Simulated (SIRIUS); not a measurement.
Nd in SIRIUS: convergence with k mesh

Input of the first run (k mesh 1 × 1 × 1); the others differ in this setting and in those tied to it:

sirius.json

```json
{
  "control": {
    "processing_unit": "cpu",
    "std_evp_solver_name": "lapack",
    "gen_evp_solver_name": "lapack",
    "verbosity": 2,
    "print_forces": true,
    "ortho_rf": true,
    "use_second_variation": true,
    "rmt_max": 3.0,
    "num_bands_to_print": 24,
    "save_wf": true
  },
  "parameters": {
    "electronic_structure_method": "full_potential_lapwlo",
    "xc_functionals": ["XC_GGA_X_PBE_SOL", "XC_GGA_C_PBE_SOL"],
    "core_relativity": "dirac",
    "valence_relativity": "iora",
    "num_fv_states": 26,
    "smearing": "fermi_dirac",
    "smearing_width": 0.0018374661,
    "pw_cutoff": 20,
    "gk_cutoff": 3.51,
    "lmax_apw": 11,
    "lmax_rho": 8,
    "lmax_pot": 8,
    "num_mag_dims": 1,
    "auto_rmt": 0,
    "ngridk": [1, 1, 1],
    "shiftk": [0, 0, 0],
    "num_dft_iter": 80,
    "energy_tol": 1e-07,
    "density_tol": 1e-05,
    "use_symmetry": true
  },
  "settings": {"tol_ne": 1e-10},
  "iterative_solver": {"type": "exact"},
  "mixer": {"type": "anderson", "beta": 0.2, "max_history": 12},
  "unit_cell": {
    "lattice_vectors": [
      [-3.9220699341, 3.9220699341, 3.9220699341],
      [3.9220699341, -3.9220699341, 3.9220699341],
      [3.9220699341, 3.9220699341, -3.9220699341]
    ],
    "atom_types": ["Nd"],
    "atom_files": {"Nd": "Nd.json"},
    "atoms": {"Nd": [[0.0, 0.0, 0.0, 0.0, 0.0, 3.0]]}
  }
}
```

Nd.json

```json
{
  "name": "neodymium",
  "symbol": "Nd",
  "number": 60,
  "mass": 144.242,
  "rmin": 1e-06,
  "rmt": 2.65,
  "nrmt": 800,
  "rinf": 19.35,
  "core": "1s2s2p3s3p3d4s4p",
  "valence": [
    {"basis": [{"enu": 0.12, "dme": 0, "n": 0, "auto": 0}, {"enu": 0.12, "dme": 1, "n": 0, "auto": 0}]},
    {"l": 0, "n": 1, "basis": [{"enu": 0.22, "dme": 0, "n": 0, "auto": 0}]},
    {"l": 1, "n": 2, "basis": [{"enu": 0.22, "dme": 0, "n": 0, "auto": 0}]},
    {"l": 2, "n": 3, "basis": [{"enu": 0.22, "dme": 0, "n": 0, "auto": 0}]},
    {"l": 3, "n": 4, "basis": [{"enu": 0.22, "dme": 0, "n": 0, "auto": 0}]},
    {"l": 4, "n": 5, "basis": [{"enu": 0.22, "dme": 0, "n": 0, "auto": 0}]}
  ],
  "lo": [
    {"l": 0, "basis": [{"enu": 0.22, "dme": 0, "n": 0, "auto": 0}, {"enu": 0.22, "dme": 1, "n": 0, "auto": 0}]},
    {
      "l": 0,
      "basis": [{"enu": -1.1902, "dme": 0, "n": 5, "auto": 1}, {"enu": -1.1902, "dme": 1, "n": 5, "auto": 1}]
    },
    {
      "l": 0,
      "basis": [{"enu": -1.1902, "dme": 1, "n": 5, "auto": 1}, {"enu": 0.22, "dme": 0, "n": 0, "auto": 0}]
    },
    {"l": 0, "basis": [{"enu": 0.22, "dme": 0, "n": 0, "auto": 0}, {"enu": 2.4984, "dme": 0, "n": 0, "auto": 0}]},
    {"l": 1, "basis": [{"enu": 0.22, "dme": 0, "n": 0, "auto": 0}, {"enu": 0.22, "dme": 1, "n": 0, "auto": 0}]},
    {
      "l": 1,
      "basis": [{"enu": -0.5177, "dme": 0, "n": 5, "auto": 1}, {"enu": -0.5177, "dme": 1, "n": 5, "auto": 1}]
    },
    {
      "l": 1,
      "basis": [{"enu": -0.5177, "dme": 1, "n": 5, "auto": 1}, {"enu": 0.22, "dme": 0, "n": 0, "auto": 0}]
    },
    {"l": 1, "basis": [{"enu": 0.22, "dme": 0, "n": 0, "auto": 0}, {"enu": 2.8401, "dme": 0, "n": 0, "auto": 0}]},
    {"l": 2, "basis": [{"enu": 0.22, "dme": 0, "n": 0, "auto": 0}, {"enu": 0.22, "dme": 1, "n": 0, "auto": 0}]},
    {
      "l": 2,
      "basis": [{"enu": -3.9867, "dme": 0, "n": 4, "auto": 1}, {"enu": -3.9867, "dme": 1, "n": 4, "auto": 1}]
    },
    {
      "l": 2,
      "basis": [{"enu": -3.9867, "dme": 1, "n": 4, "auto": 1}, {"enu": 0.22, "dme": 0, "n": 0, "auto": 0}]
    },
    {"l": 2, "basis": [{"enu": 0.22, "dme": 0, "n": 0, "auto": 0}, {"enu": 3.1819, "dme": 0, "n": 0, "auto": 0}]},
    {"l": 3, "basis": [{"enu": 0.22, "dme": 0, "n": 0, "auto": 0}, {"enu": 0.22, "dme": 1, "n": 0, "auto": 0}]},
    {"l": 3, "basis": [{"enu": 0.22, "dme": 1, "n": 0, "auto": 0}, {"enu": 0.22, "dme": 2, "n": 0, "auto": 0}]},
    {"l": 3, "basis": [{"enu": 0.22, "dme": 0, "n": 0, "auto": 0}, {"enu": 2.6978, "dme": 0, "n": 0, "auto": 0}]},
    {"l": 4, "basis": [{"enu": 0.22, "dme": 0, "n": 0, "auto": 0}, {"enu": 0.22, "dme": 1, "n": 0, "auto": 0}]},
    {"l": 4, "basis": [{"enu": 0.22, "dme": 0, "n": 0, "auto": 0}, {"enu": 2.9541, "dme": 0, "n": 0, "auto": 0}]}
  ],
  "free_atom": [... radial grid and density of the free atom, the start of the SCF ...]
}
```

File sirius_start.json:

```json
{
  "control": {
    "processing_unit": "cpu",
    "std_evp_solver_name": "lapack",
    "gen_evp_solver_name": "lapack",
    "verbosity": 1,
    "print_forces": false,
    "ortho_rf": true,
    "use_second_variation": true,
    "rmt_max": 3.0,
    "num_bands_to_print": 24,
    "save_wf": false
  },
  "parameters": {
    "electronic_structure_method": "full_potential_lapwlo",
    "xc_functionals": ["XC_LDA_X", "XC_LDA_C_PW"],
    "core_relativity": "dirac",
    "valence_relativity": "iora",
    "num_fv_states": 26,
    "smearing": "fermi_dirac",
    "smearing_width": 0.0055123983,
    "pw_cutoff": 20,
    "gk_cutoff": 2.81,
    "lmax_apw": 11,
    "lmax_rho": 8,
    "lmax_pot": 8,
    "num_mag_dims": 1,
    "auto_rmt": 0,
    "ngridk": [1, 1, 1],
    "shiftk": [0, 0, 0],
    "num_dft_iter": 30,
    "energy_tol": 0.01,
    "density_tol": 0.05,
    "use_symmetry": true
  },
  "settings": {"tol_ne": 1e-10},
  "iterative_solver": {"type": "exact"},
  "mixer": {"type": "anderson", "beta": 0.2, "max_history": 12},
  "unit_cell": {
    "lattice_vectors": [
      [-3.9220699341, 3.9220699341, 3.9220699341],
      [3.9220699341, -3.9220699341, 3.9220699341],
      [3.9220699341, 3.9220699341, -3.9220699341]
    ],
    "atom_types": ["Nd"],
    "atom_files": {"Nd": "Nd.json"},
    "atoms": {"Nd": [[0.0, 0.0, 0.0, 0.0, 0.0, 3.0]]}
  }
}
```

Potentials or basis: all-electron FP-LAPW, apw+lo standard.

Launch:

```bash
$ OMP_NUM_THREADS=1 sirius.scf --input=sirius_start.json --output=start.json
$ OMP_NUM_THREADS=1 sirius.scf --input=sirius.json --output=output.json --task=1
```

This isn't the form of Nd at room conditions, which is double hcp.

Hardware: 1 thread of Arm Neoverse V1, on a shared host.

```
      k mesh  energy less the tightest run, at zero smearing (meV/atom)  largest site moment (μB)  SCF cycles  CPU time (s)  peak memory (GiB)
   1 × 1 × 1                                                   -2082.82                      3.66          13            75               0.58
   3 × 3 × 3                                                     -75.34                      3.37          21            99               0.58
   4 × 4 × 4                                                      30.62                      3.56          26           110               0.59
   5 × 5 × 5                                                      -8.29                      3.58          21           100                0.6
   7 × 7 × 7                                                    -103.52                      3.73          31           150               0.62
   9 × 9 × 9                                                    -110.67                      3.61          25           150               0.66
11 × 11 × 11                                                       0.00                      3.57          19           140               0.71
```

Not settled before the last step: the energy (to 1 meV/atom), the largest site moment (to 0.02 μB). Meshes of other sizes hit other points, so gaps and Fermi surfaces needn't settle smoothly. The tightest run that finished is the yardstick and may itself not be fully converged.

Caveat, for the tightest run too: the magnetic or orbital state may not be the lowest; spin-orbit coupling is left out, which moves the levels of the heavy elements. The state reached can hang on the start; a lower one may exist.
